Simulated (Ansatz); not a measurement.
Geometry optimisation, Ansatz, DFT PBEsol, scalar-relativistic, plane waves, PAW.

input.yaml

```yaml
accuracy: low
crystal:
  lattice:
    - [7.49472, 0.0, 0.0]
    - [-3.74736, 6.490618, 0.0]
    - [0.0, 0.0, 6.6357]
  atoms:
    - { symbol: B, position: [0.1111111, 0.2222222, 0.25] }
    - { symbol: B, position: [0.2222222, 0.1111111, 0.75] }
    - { symbol: "N", position: [0.1111111, 0.2222222, 0.75] }
    - { symbol: "N", position: [0.2222222, 0.1111111, 0.25] }
    - { symbol: B, position: [0.1111111, 0.5555556, 0.25] }
    - { symbol: B, position: [0.2222222, 0.4444444, 0.75] }
    - { symbol: "N", position: [0.1111111, 0.5555556, 0.75] }
    - { symbol: "N", position: [0.2222222, 0.4444444, 0.25] }
    - { symbol: B, position: [0.1111111, 0.8888889, 0.25] }
    - { symbol: B, position: [0.2222222, 0.7777778, 0.75] }
    - { symbol: "N", position: [0.1111111, 0.8888889, 0.75] }
    - { symbol: "N", position: [0.2222222, 0.7777778, 0.25] }
    - { symbol: B, position: [0.4444444, 0.2222222, 0.25] }
    - { symbol: B, position: [0.5555556, 0.1111111, 0.75] }
    - { symbol: "N", position: [0.4444444, 0.2222222, 0.75] }
    - { symbol: "N", position: [0.5555556, 0.1111111, 0.25] }
    - { symbol: B, position: [0.4444444, 0.5555556, 0.25] }
    - { symbol: B, position: [0.5555556, 0.4444444, 0.75] }
    - { symbol: "N", position: [0.4444444, 0.5555556, 0.75] }
    - { symbol: "N", position: [0.5555556, 0.4444444, 0.25] }
    - { symbol: B, position: [0.4444444, 0.8888889, 0.25] }
    - { symbol: B, position: [0.5555556, 0.7777778, 0.75] }
    - { symbol: "N", position: [0.4444444, 0.8888889, 0.75] }
    - { symbol: "N", position: [0.5555556, 0.7777778, 0.25] }
    - { symbol: B, position: [0.7777778, 0.2222222, 0.25] }
    - { symbol: B, position: [0.8888889, 0.1111111, 0.75] }
    - { symbol: "N", position: [0.7777778, 0.2222222, 0.75] }
    - { symbol: "N", position: [0.8888889, 0.1111111, 0.25] }
    - { symbol: B, position: [0.7777778, 0.5555556, 0.25] }
    - { symbol: B, position: [0.8888889, 0.4444444, 0.75] }
    - { symbol: "N", position: [0.7777778, 0.5555556, 0.75] }
    - { symbol: "N", position: [0.8888889, 0.4444444, 0.25] }
    - { symbol: B, position: [0.7777778, 0.8888889, 0.25] }
    - { symbol: B, position: [0.8888889, 0.7777778, 0.75] }
    - { symbol: "N", position: [0.7777778, 0.8888889, 0.75] }
    - { symbol: "N", position: [0.8888889, 0.7777778, 0.25] }
    - { symbol: "N", position: [0.328367, 0.3240064, 0.5019733], spin: 1.0 }
magnetization:
  spin_polarized: true
basis:
  ecutwfc: 420.0
kpoints:
  mp_grid: { grid: [2, 2, 2] }
hamiltonian:
  xc: pbesol
  pseudopotentials: { kind: paw, azcp: { folder: soft_1 } }
scf:
  occupations: { method: fermi_dirac, width: 0.02 }
  lower_state_search: "off"
relax:
  f_tol: 0.08
  max_steps: 25
  adjacent_minimum: "off"
output:
  write_density: true
  write_potential: true
  elf: true
  volumetric_format: npy
```

Command:

```bash
$ ansatz run input.yaml --threads 2 --pin off --max-ram 5120MiB --backend cpu --events-out ev --progress --plain --runs-dir out
```

Q: Where does it end, and by what steps?

A: The forces met the threshold. The threshold is loose, so the end isn't yet a minimum. The force dipped under the threshold on the way, but the program's further checks kept it going. Limits of this set-up: coarse k mesh, PAW files made for another functional, a small cell, in which the defect meets its images, low accuracy level. After 13 steps the energy has fallen by 1.509 eV; N37 moved furthest, 1.32 Å. Joined: B2–N37 (2.15 → 1.61 Å).

```json
{"step": "0", "energy less start (eV)": "0.0000", "largest force component (eV/Å)": "1.602", "accepted": "yes"}
{"step": "1", "energy less start (eV)": "-1.0705", "largest force component (eV/Å)": "0.369", "accepted": "yes"}
{"step": "2", "energy less start (eV)": "-1.2262", "largest force component (eV/Å)": "0.153", "accepted": "yes"}
{"step": "3", "energy less start (eV)": "-1.2335", "largest force component (eV/Å)": "0.057", "accepted": "yes"}
{"step": "4", "energy less start (eV)": "-1.2347", "largest force component (eV/Å)": "0.059", "accepted": "yes"}
{"step": "5", "energy less start (eV)": "-1.2379", "largest force component (eV/Å)": "0.088", "accepted": "yes"}
{"step": "6", "energy less start (eV)": "-1.2460", "largest force component (eV/Å)": "0.141", "accepted": "yes"}
{"step": "7", "energy less start (eV)": "-1.2749", "largest force component (eV/Å)": "0.315", "accepted": "yes"}
{"step": "8", "energy less start (eV)": "-1.2984", "largest force component (eV/Å)": "0.620", "accepted": "yes"}
{"step": "9", "energy less start (eV)": "-1.3849", "largest force component (eV/Å)": "0.715", "accepted": "yes"}
{"step": "10", "energy less start (eV)": "-1.4491", "largest force component (eV/Å)": "0.795", "accepted": "yes"}
{"step": "11", "energy less start (eV)": "-1.4981", "largest force component (eV/Å)": "0.107", "accepted": "yes"}
{"step": "12", "energy less start (eV)": "-1.5071", "largest force component (eV/Å)": "0.036", "accepted": "yes"}
{"step": "13", "energy less start (eV)": "-1.5091", "largest force component (eV/Å)": "0.068", "accepted": "yes"}
```

```xyz
37
Lattice="7.4947 0.0000 0.0000 -3.7474 6.4906 0.0000 0.0000 0.0000 6.6357" Properties=species:S:1:pos:R:3
B 0.025 1.460 1.428
B 1.222 0.781 5.025
N -0.047 1.511 5.253
N 1.278 0.737 1.216
B -1.222 3.623 1.569
B -0.027 2.943 5.139
N -1.273 3.661 5.102
N 0.028 2.900 1.540
B -2.472 5.783 1.417
B -1.271 5.100 5.118
N -2.521 5.801 5.209
N -1.224 5.068 1.533
B 2.528 1.461 1.420
B 3.728 0.779 5.122
N 2.497 1.510 5.220
N 3.772 0.738 1.531
B 1.275 3.623 1.558
B 2.479 2.943 5.126
N 1.226 3.660 5.069
N 2.522 2.900 1.538
B 0.026 5.787 1.553
B 1.226 5.104 5.043
N -0.024 5.827 5.059
N 1.275 5.066 1.601
B 5.023 1.460 1.566
B 6.219 0.780 5.138
N 4.973 1.498 5.102
N 6.273 0.738 1.533
B 3.772 3.623 1.568
B 4.973 2.941 5.106
N 3.725 3.661 5.096
N 5.022 2.902 1.585
B 2.524 5.787 1.554
B 3.724 5.100 5.120
N 2.477 5.827 5.067
N 3.774 5.068 1.533
N 1.197 0.786 3.417
```

Run time: 4.9 min on 2 threads of Arm Neoverse V1 (shared host), peak memory 0.99 GiB.
